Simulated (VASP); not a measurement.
Here is a VASP 6.6.1 calculation.

INCAR

```
ALGO = Normal
EDIFF = 1E-6
ENCUT = 520
GGA = PE
ISIF = 2
ISMEAR = 0
ISPIN = 2
LASPH = True
LCHARG = False
LDAU = True
LDAUJ = 0 0
LDAUL = 2 -1
LDAUPRINT = 1
LDAUTYPE = 2
LDAUU = 3 0
LMAXMIX = 4
LORBIT = 11
LREAL = False
LWAVE = False
MAGMOM = 1.58 0 0
NELM = 120
PREC = Accurate
SIGMA = 0.05
```

File KPOINTS:

```
k-points
0
Gamma
  8 8 4
```

File POSCAR:

```
CrO2
1.0
    2.7798784700      0.0000000000      0.0000000000
   -1.3899392400      2.4074453800      0.0000000000
    0.0000000000      0.0000000000      4.4845209400
Cr O
1 2
Direct
    0.0000000000      0.0000000000      0.0000000000
    0.3333333333      0.6666666667      0.2520000000
    0.6666666667      0.3333333333      0.7480000000
```

Potentials or basis: VASP PAW PBE potentials, release 64 (Cr_pv, O).

Command:

```bash
$ cat potpaw_PBE.64/Cr_pv/POTCAR potpaw_PBE.64/O/POTCAR > POTCAR
$ mpirun -np 1 vasp_std > vasp.out
```

Problem. Predict the net moment.

Solution. 2.00 μB per cell.

Problem. What does it give for the site moments?

Solution. Cr +2.05; O -0.04 μB.

Problem. Estimate the pressure.

Solution. 0.9 GPa.

Stress tensor (GPa, compression positive):
```
  9.35   0.00   0.00
  0.00   9.35   0.00
  0.00   0.00 -16.02
```

Caveat: a cell with one magnetic atom can't hold antiferromagnetic order, which such compounds often take. The state reached can hang on the start; a lower one may exist.
